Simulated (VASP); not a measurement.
A run of VASP 6.6.1:

Contents of INCAR:

```
SYSTEM = Pt
  PREC = Accurate
  ENCUT = 520
  EDIFF = 1E-6
  ISMEAR = 0
  SIGMA = 0.1
  LREAL = .FALSE.
  LASPH = .TRUE.
  NELM = 60
  ALGO = Normal
  ISIF = 2
  LWAVE = .FALSE.
  LCHARG = .TRUE.
  LELF = .TRUE.
  LVHAR = .TRUE.
  LVACPOTAV = .TRUE.
```

Contents of KPOINTS:

```
Automatic mesh
0
G
  12 12 1
  0 0 0
```

POSCAR

```
Pt
1.0
    2.7746870094      0.0000000000      0.0000000000
    0.0000000000      2.7746870094      0.0000000000
    0.0000000000      0.0000000000     25.7720000000
Pt
7
Direct
    0.0000000000      0.0000000000      0.2716126028
    0.5000000000      0.5000000000      0.3477417352
    0.0000000000      0.0000000000      0.4238708676
    0.5000000000      0.5000000000      0.5000000000
    0.0000000000      0.0000000000      0.5761291324
    0.5000000000      0.5000000000      0.6522582648
    0.0000000000      0.0000000000      0.7283873972
```

Potentials or basis: VASP PAW LDA potentials, release 64 (Pt).

Launch:

```sh
$ cat potpaw_LDA.64/Pt/POTCAR > POTCAR
$ mpirun -np 1 vasp_std > vasp.out
```

Hardware: 1 thread of Intel(R) Xeon(R) Platinum 8488C (Sapphire Rapids), on a shared host.

**Question.** Estimate the wall time of this run.

**Answer.** Wall time 4.3 min on 1 thread of Intel(R) Xeon(R) Platinum 8488C (Sapphire Rapids), on a shared host, peak memory 0.35 GiB. Counts: scf iterations 28, k points 28.
